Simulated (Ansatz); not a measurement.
Crystal: CdS (Greenockite).

```xyz
4
Lattice="4.1500 0.0000 0.0000 -2.0750 3.5940 0.0000 0.0000 0.0000 6.7370" Properties=species:S:1:pos:R:3 pbc="T T T"
Cd    2.0750    1.1980    3.3685
Cd    0.0000    2.3960    0.0000
S     2.0750    1.1980    5.8949
S     0.0000    2.3960    2.5264
```

```yaml
Program: Ansatz 0.2.0
Task: relaxation of cell and atoms
Functional: PBE
Potentials_or_basis: Ansatz PAW
Cutoff: "420 eV (not typed: the program's choice for these potentials)"
k_mesh: 7 × 7 × 4
Occupations: fermi-dirac, width 0.05 eV
Spin: no spin polarisation
```

At the start: volume 25.12 Å³/atom.

**Question.** How do energy, volume and symmetry change on relaxing?

**Answer.** It ends after 5 steps and the volume is 26.04 Å³/atom (+3.7 %); space group P6_3mc (No. 186, to 0.05 Å).

Step by step:
| step | energy change (eV) | largest force (eV/Å) | volume (Å³) |
| --- | --- | --- | --- |
| 1 | 0.0000 | 0.0679 | 100.48 |
| 2 | -0.0229 | 0.0276 | 104.17 |
| 3 | -0.0230 | 0.0130 | 104.16 |
| 4 | -0.0231 | 0.0000 | 104.15 |
| 5 | -0.0239 | 0.0000 | 104.15 |

Final structure:
```
Cd S
1.0
     4.19679    0.00000    0.00000
    -2.09840    3.63453    0.00000
     0.00000    0.00000    6.82810
Cd S
2 2
Direct
  0.66667 0.33333 0.49919
  0.33333 0.66667 0.99919
  0.66667 0.33333 0.87581
  0.33333 0.66667 0.37581
```

Caveat: the plane-wave basis is chosen anew once the cell has moved, so the energies of steps on either side of that aren't comparable.
